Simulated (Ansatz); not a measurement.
Surface calculation: fcc Sb (100), 5 layers

The slab is cut from the fcc crystal, which needn't be the stable phase, as relaxed on PAW files (27.50 Å³/atom), with 16 Å of vacuum and a dipole correction:

```
CELL_PARAMETERS angstrom
3.38805 0.00000 0.00000
0.00000 3.38805 0.00000
0.00000 0.00000 25.58290
ATOMIC_POSITIONS crystal
Sb 0.00000 0.00000 0.31271
Sb 0.50000 0.50000 0.40635
Sb 0.00000 0.00000 0.50000
Sb 0.50000 0.50000 0.59365
Sb 0.00000 0.00000 0.68729
```

Computed with Ansatz 0.2.0; functional PBE, scalar-relativistic. Settings: a Γ-centred 10×10×1 k mesh, Fermi–Dirac smearing of 0.05 eV, no spin polarisation. Methods: LAPW: all electrons, basis error target 1 meV/atom; PAW: frozen-core files, cutoff 420 eV.

The bulk energy comes from a cell in the slab's orientation on a 10×10×7 mesh. The surface energy is (E(slab) − N·E(bulk))/2A at zero smearing, the mean of both faces; thin slabs carry quantum-size effects.

Spin–orbit coupling is left out, which matters for the heavy atoms.

Question: As cut, the LAPW slab lies 0.450 eV above 5 atoms of bulk. What surface energy is that?

Answer: Over two faces of 11.48 Å² it is 19.6 meV/Å², and times 16.02 J/m² per eV/Å² that gives γ = 0.314 J/m².

Question: What do relaxation and the other method give, and what work function comes out?

Answer: 

| method | γ as cut (J/m²) | γ relaxed (J/m²) | Φ as cut (eV) | Φ relaxed (eV) |
| --- | --- | --- | --- | --- |
| LAPW | 0.314 | 0.208 | 4.26 | 4.10 |
| PAW | 0.314 | 0.208 | 4.26 | 4.10 |

Question: How do the spacings between the planes relax?

Answer: From the bottom face up: d12 -12.3 % of 2.396 Å, d23 +3.6 % of 2.396 Å, d34 +3.6 % of 2.396 Å, d45 -12.3 % of 2.396 Å.

Question: A field of 0.5 V/Å is applied along the normal, atoms held. What follows?

Answer: LAPW finds an induced dipole of 0.3892 e·Å a cell (PAW 0.3892), that is 12.27 Å for 4πα over the area, against 9.16 Å between the outer atoms.

Question: A 3d core hole is made on one atom of each kind in every 1×1 cell (PAW hole dataset, neutral cell, valence without spin). What does it cost by layer?

Answer: layer 1 527.46 eV, layer 2 527.79 eV, layer 3 527.45 eV. Shifts between layers mean more than the absolute values, and a whole layer of holes screens otherwise than one hole.
